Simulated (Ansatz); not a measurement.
Crystal: CuO (Tenorite).

```xyz
4
Lattice="2.3418 -1.7113 0.0000 2.3418 1.7113 0.0000 -0.8500 0.0000 5.0579" Properties=species:S:1:pos:R:3 pbc="T T T"
Cu    0.7459   -0.8557    2.5289
Cu    1.1709    0.8557    0.0000
O     1.7043    0.2793    3.7934
O     2.1293   -0.2793    1.2645
```

* Program: Ansatz 0.2.0
* Task: relaxation of cell and atoms
* Functional: PBEsol
* Potentials or basis: Ansatz PAW
* Cutoff: 420 eV (not typed: the program's choice for these potentials)
* k mesh: 10 × 10 × 5
* Occupations: fermi-dirac, width 0.05 eV
* Spin: no spin polarisation

At the start: volume 10.13 Å³/atom.

Q: Where does the relaxation end?

A: It ends after 21 steps and the volume is 10.67 Å³/atom (+5.2 %); space group P4_2/mmc (No. 131, to 0.05 Å).

The path:
| step | energy change (eV) | largest force (eV/Å) | volume (Å³) |
| --- | --- | --- | --- |
| 1 | 0.0000 | 0.3619 | 40.54 |
| 2 | -0.0231 | 0.2980 | 40.67 |
| 3 | -0.0694 | 0.0223 | 41.31 |
| 4 | -0.0825 | 0.0120 | 40.98 |
| 5 | -0.0871 | 0.0004 | 41.71 |
| 6 | -0.0872 | 0.0010 | 41.79 |
| 7 | -0.0872 | 0.0000 | 41.79 |
| 8 | -0.1169 | 0.0018 | 41.79 |
| 9 | -0.1289 | 0.0087 | 42.15 |
| 10 | -0.1325 | 0.0150 | 42.54 |
| 11 | -0.1331 | 0.0017 | 42.48 |
| 12 | -0.1438 | 0.0032 | 42.48 |
| 13 | -0.1466 | 0.0011 | 42.59 |
| 14 | -0.1466 | 0.0013 | 42.65 |
| 15 | -0.1467 | 0.0001 | 42.64 |
| 16 | -0.1488 | 0.0005 | 42.64 |
| 17 | -0.1492 | 0.0002 | 42.66 |
| 18 | -0.1492 | 0.0000 | 42.66 |
| 19 | -0.1495 | 0.0000 | 42.66 |
| 20 | -0.1495 | 0.0000 | 42.66 |
| 21 | -0.1495 | 0.0000 | 42.66 |

Final structure:
```
Cu O
1.0
     2.04502   -2.04328    0.15948
     2.04502    2.04328    0.15948
    -0.39784    0.00000    5.07417
Cu O
2 2
Direct
  0.50000 0.00000 0.50000
  0.00000 0.50000 0.00000
  0.49989 0.50011 0.75000
  0.50011 0.49989 0.25000
```

Caveat: the plane-wave basis is chosen anew once the cell has moved, so the energies of steps on either side of that aren't comparable; the pressure holds a Pulay correction of +0.7 GPa for the finite cutoff; the run has no spin polarisation, though such a crystal can be magnetic; the PAW data sets come from PBE, with cores solved anew for the run's functional, which leaves a small shift of forces and pressure.
